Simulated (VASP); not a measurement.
# GaN (F-43m) in VASP: notebook, part 2 of 3

VASP 6.6.1. Earlier steps stand in the parts before.

## Step 3: Single point, PBEsol

The input, INCAR:

```
ALGO = Normal ; EDIFF = 1E-6
ENCUT = 520 ; GGA = PS
ISIF = 2 ; ISMEAR = 0
LASPH = T ; LCHARG = F
LREAL = F ; LWAVE = F
NELM = 60 ; PREC = Accurate
SIGMA = 0.02
```

The input, KPOINTS:

```
k-points
0
Gamma
  10 10 10
```

The input, POSCAR:

```
GaN
1.0
    0.0000000000      2.2535006100      2.2535006100
    2.2535006100      0.0000000000      2.2535006100
    2.2535006100      2.2535006100      0.0000000000
Ga N
1 1
Direct
    0.0000000000      0.0000000000      0.0000000000
    0.2500000000      0.2500000000      0.2500000000
```

Potentials or basis: VASP PAW PBE potentials, release 64 (Ga_d, N).

Started as:

```sh
$ cat potpaw_PBE.64/Ga_d/POTCAR potpaw_PBE.64/N/POTCAR > POTCAR
$ mpirun -np 1 vasp_std > vasp.out
```

OUTCAR:

```text
EDIFF = 1E-6
   ENCUT = 520
   GGA = PS
   ISIF = 2
   ISMEAR = 0
   LASPH = T
   LREAL = F
   NELM = 60
   PREC = Accurate

 ion  position               nearest neighbor table
   1  0.000  0.000  0.000-   2 1.95   2 1.95   2 1.95   2 1.95
   2  0.250  0.250  0.250-   1 1.95   1 1.95   1 1.95   1 1.95

  LATTYP: Found a face centered cubic cell.
 ALAT       =     4.5070012200

  Lattice vectors:

 A1 = (   0.0000000000,   2.2535006100,   2.2535006100)
 A2 = (   2.2535006100,   0.0000000000,   2.2535006100)
 A3 = (   2.2535006100,   2.2535006100,   0.0000000000)

Analysis of symmetry for initial positions (statically):
=====================================================================
 Subroutine PRICEL returns:
 Original cell was already a primitive cell.

 Routine SETGRP: Setting up the symmetry group for a
 face centered cubic supercell.

 Subroutine GETGRP returns: Found 24 space group operations
 (whereof 24 operations were pure point group operations)
 out of a pool of 48 trial point group operations.

The static configuration has the point symmetry T_d .

Analysis of symmetry for dynamics (positions and initial velocities):
=====================================================================
 Subroutine PRICEL returns:
 Original cell was already a primitive cell.

 Routine SETGRP: Setting up the symmetry group for a
 face centered cubic supercell.

 Subroutine GETGRP returns: Found 24 space group operations
 (whereof 24 operations were pure point group operations)
 out of a pool of 48 trial point group operations.

The dynamic configuration has the point symmetry T_d .

 Subroutine INISYM returns: Found 24 space group operations
 (whereof 24 operations are pure point group operations),
 and found     1 'primitive' translations

----------------------------------------------------------------------------------------

                                     Primitive cell

[... 114 lines left out ...]
   LORBIT       =      0    0 simple, 1 ext, 2 COOP (PROOUT), +10 PAW based schemes
   GGA     = PS    functional components
   LHFCALC =     F    Hartree Fock is set to
   AEXX    =    0.0000 exact exchange contribution
   IVDW    =     0    specifies the selected vdW correction
   LEPSILON=     F    determine dielectric tensor
   LRPA    =     F    only Hartree local field effects (RPA)
 non-spin polarized calculation
 Gauss-broadening in eV      SIGMA  =   0.02
  energy-cutoff  :      520.00
  volume of cell :       22.89
 maximum number of plane-waves:       636
   NGX = 11   NGY = 11   NGZ = 11

 number of electron      18.0000004 magnetization

 Free energy of the ion-electron system (eV)
  ---------------------------------------------------
  ext. energy  EPLUGINS =         0.00000000
  ---------------------------------------------------
  free energy    TOTEN  =       -13.12195864 eV

  energy without entropy =      -13.12195864  energy(sigma->0) =      -13.12195864

 E-fermi :   5.2289     XC(G=0): -11.9020

 val. band max:        5.1492457815   @ k =   0.0000   0.0000   0.0000
 cond. band min:       6.8322452977   @ k =   0.0000   0.0000   0.0000
 fundamental gap:      1.6829995161
 Fermi energy:         5.2289195918

 k-point     1 :       0.0000    0.0000    0.0000
  band No.  band energies     occupation
      1     -10.7825      2.00000
      2      -8.2535      2.00000
      3      -8.2535      2.00000
      4      -8.2535      2.00000
      5      -7.9285      2.00000
      6      -7.9285      2.00000
      7       5.1492      2.00000
      8       5.1492      2.00000
      9       5.1492      2.00000
     10       6.8322      0.00000
     11      15.3524      0.00000
     12      15.3524      0.00000
     13      15.3524      0.00000
[... 354 lines left out ...]
  band No.  band energies     occupation
      1      -9.7737      2.00000
      2      -8.1246      2.00000
      3      -8.0265      2.00000
      4      -8.0257      2.00000
      5      -7.8672      2.00000
      6      -7.0133      2.00000
      7       0.0959      2.00000
      8       2.6440      2.00000
      9       2.9736      2.00000
     10       9.4954      0.00000
     11      12.2256      0.00000
     12      15.8156      0.00000
     13      17.9221      0.00000

 [... further k-points ...]
[... 5 lines left out ...]
  --------------------------------------------------------------------------------------
  -------------------------------------------------------------------------------------
  Total       -0.1908385     -0.1908385     -0.1908385     -0.0000000      0.0000000     -0.0000000
  in kB      -13.3589863    -13.3589863    -13.3589863     -0.0000000      0.0000000     -0.0000000
  external PRESSURE =     -13.3589863 kB  Pullay stress =       0.0000000 kB

 VOLUME and BASIS-vectors are now :
 -----------------------------------------------------------------------------
  energy-cutoff  :      520.00
  volume of cell :       22.89
      direct lattice vectors                 reciprocal lattice vectors
     0.000000000  2.253500610  2.253500610    -0.221877020  0.221877020  0.221877020
     2.253500610  0.000000000  2.253500610     0.221877020 -0.221877020  0.221877020
     2.253500610  2.253500610  0.000000000     0.221877020  0.221877020 -0.221877020

 POSITION                                       TOTAL-FORCE (eV/Angst)
 -----------------------------------------------------------------------------------
      0.00000      0.00000      0.00000         0.000000     -0.000000     -0.000000
      1.12675      1.12675      1.12675        -0.000000      0.000000      0.000000
 -----------------------------------------------------------------------------------
    total drift:                                0.000001      0.000001      0.000001

  FREE ENERGIE OF THE ION-ELECTRON SYSTEM (eV)
  ---------------------------------------------------
  free  energy   TOTEN  =       -13.1219586396 eV

  energy  without entropy=      -13.1219586396  energy(sigma->0) =      -13.12195864
```

OSZICAR:

```text
N       E                     dE             d eps       ncg     rms          rms(c)
DAV:   1     0.813840318225E+02    0.81384E+02   -0.10060E+04  1342   0.247E+03
DAV:   2    -0.853098999690E+01   -0.89915E+02   -0.85298E+02  1387   0.346E+02
DAV:   3    -0.148297779337E+02   -0.62988E+01   -0.62579E+01  1417   0.847E+01
DAV:   4    -0.149268000096E+02   -0.97022E-01   -0.96966E-01  1439   0.112E+01
DAV:   5    -0.149283838651E+02   -0.15839E-02   -0.15838E-02  1385   0.130E+00    0.719E+00
DAV:   6    -0.131501307839E+02    0.17783E+01   -0.52019E+00  1868   0.483E+01    0.264E+00
DAV:   7    -0.131415621604E+02    0.85686E-02   -0.30068E-01  1227   0.711E+00    0.171E+00
DAV:   8    -0.131260145569E+02    0.15548E-01   -0.63870E-02  1447   0.354E+00    0.716E-01
DAV:   9    -0.131218595419E+02    0.41550E-02   -0.17785E-02  1837   0.319E+00    0.169E-01
DAV:  10    -0.131219999119E+02   -0.14037E-03   -0.15552E-03  1436   0.644E-01    0.747E-02
DAV:  11    -0.131219564630E+02    0.43449E-04   -0.20119E-04  1833   0.278E-01    0.839E-03
DAV:  12    -0.131219587424E+02   -0.22794E-05   -0.16859E-05  1357   0.571E-02    0.385E-03
DAV:  13    -0.131219586396E+02    0.10281E-06   -0.60769E-07   676   0.829E-03
   1 F= -.13121959E+02 E0= -.13121959E+02  d E =-.433885E-11
```

Run time: 5.4 s. Hardware: 1 thread of Intel Xeon 6975P-C (Granite Rapids), shared host; peak memory 0.14 GiB.

Results:

```yaml
Free_energy: -13.1220 eV
Pressure: -1.3 GPa
Band_gap_on_the_k_mesh: 1.68 eV, direct
```

Levels at points of the mesh, in eV from the valence-band top:
```tsv
k point	band 5	band 6	band 7	band 8	band 9	band 10	band 11	band 12	band 13
(0.00, 0.00, 0.00)	-13.08	-13.08	0.00	0.00	0.00	1.68	10.20	10.20	10.20
(0.50, 0.00, 0.00)	-13.03	-11.83	-7.11	-0.98	-0.98	4.56	8.63	10.26	10.26
(0.50, 0.50, 0.00)	-13.00	-11.40	-6.18	-2.73	-2.73	3.22	6.56	11.57	13.88
```

Caveat: the PAW data sets were made with another functional, which shifts forces and pressure a little.

## Step 4: Relaxation of cell and atoms, PBEsol

The input, INCAR:

```
SYSTEM = GaN
PREC     = Accurate       ! precision mode
ENCUT    = 580            ! plane-wave cutoff, eV
EDIFF    = 1E-7           ! SCF threshold, eV
ISMEAR   = 0              ! smearing method
SIGMA    = 0.02           ! smearing width, eV
LREAL    = .False.        ! projectors in reciprocal space
LASPH    = .True.         ! aspherical terms in the spheres
NELM     = 60             ! most SCF steps
ALGO     = Normal         ! electronic algorithm
ISIF     = 3              ! what is computed and relaxed
LWAVE    = .False.        ! write WAVECAR
LCHARG   = .False.        ! write CHGCAR
GGA      = PS             ! functional
IBRION   = 2              ! ionic algorithm
NSW      = 90             ! ionic steps
EDIFFG   = -0.005         ! ionic threshold
```

The input, KPOINTS:

```
regular mesh
0
Gamma
  10 10 10
  0 0 0
```

POSCAR is that of step 3.

Potentials or basis: VASP PAW PBE potentials, release 64 (Ga, N).

Started as:

```sh
$ cat potpaw_PBE.64/Ga/POTCAR potpaw_PBE.64/N/POTCAR > POTCAR
$ mpirun -np 1 vasp_std > vasp.out
```

Run time: 16 s. Hardware: 1 thread of Intel Xeon 6975P-C (Granite Rapids), shared host; peak memory 0.17 GiB.

The run converged. Its results:

| Property | Result |
| --- | --- |
| Free energy | -13.0551 eV |
| Relaxed volume | 11.75 Å³/atom |
| Relaxed cell | a = 3.215 Å, b = 3.215 Å, c = 3.215 Å, α = 60.00°, β = 60.00°, γ = 60.00° |
| Space group after relaxing (to 0.05 Å) | F-43m (No. 216) |
| Energy gained by relaxing | 5.0 meV/atom |
| Ionic steps | 3 |
| Pressure after relaxing | 0.0 GPa |
| Band gap on the k mesh | 1.59 eV, direct |

The path:
```tsv
step	energy change (eV)	largest force (eV/Å)	pressure (GPa)	volume (Å³)
1	0.0000	0.0000	5.46	22.89
2	0.0028	0.0000	-5.55	24.20
3	-0.0100	0.0000	-0.02	23.49
```

Final structure:
```xyz
2
Lattice="0.0000 2.2732 2.2732 2.2732 0.0000 2.2732 2.2732 2.2732 0.0000" Properties=species:S:1:pos:R:3 pbc="T T T"
Ga    0.0000    0.0000    0.0000
N     1.1366    1.1366    1.1366
```

Levels at points of the mesh, in eV from the valence-band top:
| k point | band 1 | band 2 | band 3 | band 4 | band 5 | band 6 | band 7 | band 8 |
| --- | --- | --- | --- | --- | --- | --- | --- | --- |
| (0.00, 0.00, 0.00) | -15.64 | 0.00 | 0.00 | 0.00 | 1.59 | 10.16 | 10.16 | 10.16 |
| (0.50, 0.00, 0.00) | -13.39 | -6.87 | -0.93 | -0.93 | 4.49 | 8.56 | 10.23 | 10.23 |
| (0.50, 0.50, 0.00) | -12.67 | -6.09 | -2.59 | -2.59 | 3.26 | 6.54 | 11.44 | 13.68 |

Caveat: the PAW data sets were made with another functional, which shifts forces and pressure a little. As with any semilocal functional, this PBEsol gap is likely too small.

[end of part 2 of 3]
